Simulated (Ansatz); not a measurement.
# Se: the cost of one run

Program: Ansatz 0.2.0. Level of theory: DFT PBE with spin–orbit coupling, plane waves, PAW (the target; the first runs use scalar-relativistic PBE). These are calculated values, not measurements.

## 1. Starting point

It takes space group P3_121 (No. 152, trigonal). The conventional cell has a = 4.366 Å, b = 4.366 Å, c = 4.954 Å, α = 90.00°, β = 90.00°, γ = 120.00°. Around Se (site symmetry 2) lie 2 Se at 2.37 Å.

Structure file:

```cif
data_structure
_symmetry_space_group_name_H-M 'P3_121'
_symmetry_Int_Tables_number 152
_cell_length_a 4.3662
_cell_length_b 4.3662
_cell_length_c 4.9536
_cell_angle_alpha 90.000
_cell_angle_beta 90.000
_cell_angle_gamma 120.000
_cell_volume 81.78
loop_
_atom_site_label
_atom_site_type_symbol
_atom_site_symmetry_multiplicity
_atom_site_Wyckoff_symbol
_atom_site_fract_x
_atom_site_fract_y
_atom_site_fract_z
_atom_site_occupancy
Se1 Se 3 b 0.22540 0.00000 0.83333 1
```

## 2. Full relaxation (PBE, 6×6×4 mesh)

The input, input.yaml:

```yaml
crystal:
  lattice:
    - [4.3662, 0.0, 0.0]
    - [-2.1831, 3.781240118, 0.0]
    - [0.0, 0.0, 4.9536]
  atoms:
    - { symbol: Se, position: [0.2254, 0.0, 0.8333333333] }
    - { symbol: Se, position: [0.0, 0.2254, 0.1666666667] }
    - { symbol: Se, position: [0.7746, 0.7746, 0.5] }
basis:
  ecutwfc: 420
  ecutrho_ratio: 4
kpoints:
  mp_grid: { grid: [6, 6, 4] }
hamiltonian:
  xc: pbe
scf:
  occupations: { method: gaussian, width: 0.05 }
output:
  forces: true
  stress: true
  eigenvalues: true
relax:
  f_tol: 0.03
  max_steps: 60
  cell: { stress_tol: 0.3 }
```

Q: Estimate wall time and peak memory on 4 threads of an Arm CPU, shared host.

About 6.7 s, with a peak of 0.38 GiB.
